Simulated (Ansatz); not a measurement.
# CaO: single point with PBE

Crystal: CaO.

```xyz
2
Lattice="0.0000 2.4036 2.4036 2.4036 0.0000 2.4036 2.4036 2.4036 0.0000" Properties=species:S:1:pos:R:3 pbc="T T T"
Ca    0.0000    0.0000    0.0000
O     2.4036    2.4036    2.4036
```

The cell is a database's computed one.

```yaml
Program: Ansatz 0.2.0
Task: single point
Functional: PBE
Potentials_or_basis: Ansatz PAW
Cutoff: "420 eV (not typed: the program's choice for these potentials)"
k_mesh: 10 × 10 × 10
Occupations: gaussian, width 0.025 eV
Spin: no spin polarisation
```

The pressure is 1.6 GPa and the band gap on the k mesh is 3.66 eV, indirect (least direct gap 4.03 eV).

Levels at points of the mesh, in eV from the valence-band top:
| k point | band 6 | band 7 | band 8 | band 9 | band 10 | band 11 |
| --- | --- | --- | --- | --- | --- | --- |
| (0.00, 0.00, 0.00) | 0.00 | 0.00 | 0.00 | 4.73 | 6.24 | 6.24 |
| (0.00, 0.00, -0.50) | -2.62 | -1.19 | -1.19 | 7.06 | 8.36 | 8.36 |
| (0.00, -0.50, -0.50) | -1.30 | -0.37 | -0.37 | 3.66 | 8.05 | 8.90 |

It took 0.82 s on 2 threads of Arm Neoverse V1, on a shared host, peak memory 0.27 GiB.

Caveat: the pressure holds a Pulay correction of +0.4 GPa for the finite cutoff. PBE gaps usually lie below the measured ones, often by a third to a half.
